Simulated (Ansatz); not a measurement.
Pd:

```
Pd
1.0
    -1.57228    1.57228    1.57228
     1.57228   -1.57228    1.57228
     1.57228    1.57228   -1.57228
Pd
1
Direct
  0.00000 0.00000 0.00000
```

This isn't the form of Pd at room conditions, which is fcc.

- Program: Ansatz 0.2.0
- Task: relaxation of cell and atoms
- Functional: BLYP
- Potentials or basis: Ansatz PAW
- Cutoff: 420 eV (not typed: the program's choice for these potentials)
- k mesh: 12 × 12 × 12
- Occupations: fermi-dirac, width 0.05 eV
- Spin: no spin polarisation

At the start: volume 15.55 Å³/atom.

Question: How do energy, volume and symmetry change on relaxing?

Answer: It ends after 5 steps and the volume is 16.46 Å³/atom (+5.8 %); space group Im-3m (No. 229, to 0.05 Å).

Step by step:
```tsv
step	energy change (eV)	largest force (eV/Å)	volume (Å³)
1	0.0000	0.0000	15.55
2	-0.0140	0.0000	17.07
3	-0.0228	0.0000	16.53
4	-0.0230	0.0000	16.46
5	-0.0232	0.0000	16.46
```

Final structure:
```xyz
1
Lattice="-1.6023 1.6023 1.6023 1.6023 -1.6023 1.6023 1.6023 1.6023 -1.6023" Properties=species:S:1:pos:R:3 pbc="T T T"
Pd    0.0000    0.0000    0.0000
```

Caveat: the plane-wave basis is chosen anew once the cell has moved, so the energies of steps on either side of that aren't comparable; the PAW data sets come from PBE, with cores solved anew for the run's functional, which leaves a small shift of forces and pressure.
